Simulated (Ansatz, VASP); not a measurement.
## One calculation of AlN, two programs

INCAR

```
SYSTEM = AlN
PREC = Accurate
ENCUT = 520
EDIFF = 1E-6
ISMEAR = -1
SIGMA = 0.05
LREAL = .False.
LASPH = .True.
NELM = 100
ALGO = Normal
ISIF = 2
LWAVE = .False.
LCHARG = .False.
GGA = PS
NBANDS = 11
```

KPOINTS

```
Automatic mesh
0
Gamma
  9 9 9
  0 0 0
```

POSCAR

```
AlN
1.0
    0.0000000000      2.1403136884      2.1839935596
    2.1403136884      0.0000000000      2.1839935596
    2.1403136884      2.1403136884      0.0000000000
Al N
1 1
Direct
    0.0000000000      0.0000000000      0.0000000000
    0.2500000000      0.2500000000      0.2500000000
```

input.yaml

```yaml
crystal:
  lattice:
    - [0.0, 2.1403136884, 2.1839935596]
    - [2.1403136884, 0.0, 2.1839935596]
    - [2.1403136884, 2.1403136884, 0.0]
  atoms:
    - { symbol: Al, position: [0.0, 0.0, 0.0] }
    - { symbol: "N", position: [0.25, 0.25, 0.25] }
hamiltonian:
  xc: pbesol
  pseudopotentials: { kind: paw }
kpoints:
  mp_grid: { grid: [9, 9, 9] }
  band_path:
    path:
      - [[0.0, 0.0, 0.0], [-0.5, 0.0, -0.5], [-0.5, -0.2401, -0.7401], [-0.37005, -0.37005, -0.7401], [0.0, 0.0, 0.0], [0.5, 0.5, 0.0], [0.37005, 0.37005, -0.2599], [0.0, 0.0, -0.5], [-0.25, 0.25, -0.5], [0.2401, 0.5, -0.2599], [0.5, 0.5, 0.0]]
      - [[-0.5, 0.0, -0.5], [-0.25, 0.25, -0.5]]
    npoints: 14
scf:
  occupations: { method: fermi_dirac, width: 0.05 }
  n_extra_bands: 6
output:
  forces: true
  stress: true
  eigenvalues: true
  fatbands: false
```

Measurements of this composition are mostly on another form, of space group No. 186.

Alike in both runs: functional PBEsol; k mesh 9 × 9 × 9; occupations fermi-dirac, width 0.05 eV; no spin polarisation.

```csv
,VASP,Ansatz
version,VASP 6.6.1,Ansatz 0.2.0
potentials or method,"VASP PAW PBE potentials, release 64 (Al, N)",Ansatz PAW
plane-wave cutoff (eV),520,420
valence electrons in the cell,8,8
task,single point,band structure
```

Ansatz gave:

* gap on the k mesh at the Fermi level (eV): 3.35
* least direct gap on the mesh (eV): 4.44
* pressure (GPa): 10.3
* largest component of the traceless stress (GPa): 1.78

Problem. What did VASP give for the same quantities?

Solution. gap on the k mesh at the Fermi level (eV): 3.34; least direct gap on the mesh (eV): 4.46; pressure (GPa): 10.3; largest component of the traceless stress (GPa): 1.78.

The functional is the same, so the differences come from potentials, cutoffs and numerics.

Caveats: the PAW data sets were made with another functional, which shifts forces and pressure a little (VASP); an odd mesh through Γ misses points on the zone boundary, where band edges often lie (VASP); the k mesh misses the band edges, so the gap on the mesh is wider than the one along the path (Ansatz); the pressure holds a Pulay correction of +0.5 GPa for the finite cutoff (Ansatz); the PAW data sets come from PBE, with cores solved anew for the run's functional, which leaves a small shift of forces and pressure (Ansatz).
